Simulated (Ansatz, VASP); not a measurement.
Two plane-wave programs on BeS

```xyz
2
Lattice="2.3324 2.3324 0.0000 -2.3324 2.3324 0.0000 0.0000 2.3324 2.3324" Properties=species:S:1:pos:R:3 pbc="T T T"
Be    0.0000    0.0000    0.0000
S     1.1662    3.4985    1.1662
```

Alike in both runs: functional LDA; k mesh 8 × 8 × 8; no spin polarisation.

Ansatz relaxed the structure, and its values are those at the end. VASP's run is a single point on that final structure, the one shown.

|  | VASP | Ansatz |
| --- | --- | --- |
| version | VASP 6.6.1 | Ansatz 0.2.0 |
| potentials or method | VASP PAW LDA potentials, release 64 (Be, S) | PAW with Ansatz's default frozen-core files, scalar-relativistic |
| plane-wave cutoff (eV) | 520 | 420 |
| occupations | gaussian, width 0.01 eV | fixed |
| valence electrons in the cell | 8 | 8 |

VASP gave:

| Item | Value |
| --- | --- |
| gap on the k mesh at the Fermi level (eV) | 2.63 |
| pressure (GPa) | 10.0 |

Task: Which values does Ansatz return?

Result: gap on the k mesh at the Fermi level (eV): 2.62; pressure (GPa): 10.0.

A k mesh can miss the band edges.
